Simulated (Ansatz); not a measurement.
Ta$_{2}$Si: enthalpy against pressure

Ta$_{2}$Si, I4/mcm, a = 6.168 Å, c = 5.049 Å. The structure is a Materials Project entry; whether it is the stable form wasn't checked. Ansatz: r2SCAN, PAW, 500 eV, Γ-centred 10×10×10 mesh on 6 atoms, Gaussian smearing 0.10 eV; no spin polarisation. Cell and atoms are relaxed at each pressure, and no other structure is tried, so the rows at high pressure may lie past a change of phase. y is the enthalpy over the state at zero pressure; there V0 = 16.010 Å³/atom. The pressures are the targets, met within 0.04 GPa.

```
P (GPa) y (eV/atom)
   -2.0      -0.2007
    0.0       0.0000
    2.0       0.1990
    5.0       0.4943
   10.0       0.9787
   20.0            ?
   40.0       3.7196
```

Task: Fit y = c1 P + c2 P² + c3 P³ to the other rows, say what c1 and c2 mean, and predict the missing value.

Result: Least squares on the rows shown. y = 0.099913 P − 0.00021478 P² + 1.0427×10⁻⁶ P³. Since dH/dP = V, c1 is V0: 0.099913 eV/GPa × 160.2 = 16.006 Å³ against 16.010; c2 = −V0/(2B0) gives B0 = 233 GPa, where a Birch–Murnaghan fit to the volumes of the same runs (not shown) gives 229 GPa. At P = 20.0 the fit asked for gives 1.9207 eV/atom. The run gave 1.9214 eV/atom, so the fit is 0.0007 eV/atom too low, 0.018 % of the span of the series, against an rms of 0.00002 eV/atom on the fitted rows. With a term in P⁴ added, a fit to the same known rows predicts 1.9210 eV/atom, which recovers part of the miss; the known rows don't hold the rest.

Spin–orbit coupling is left out, which can shift energies with elements as heavy as these.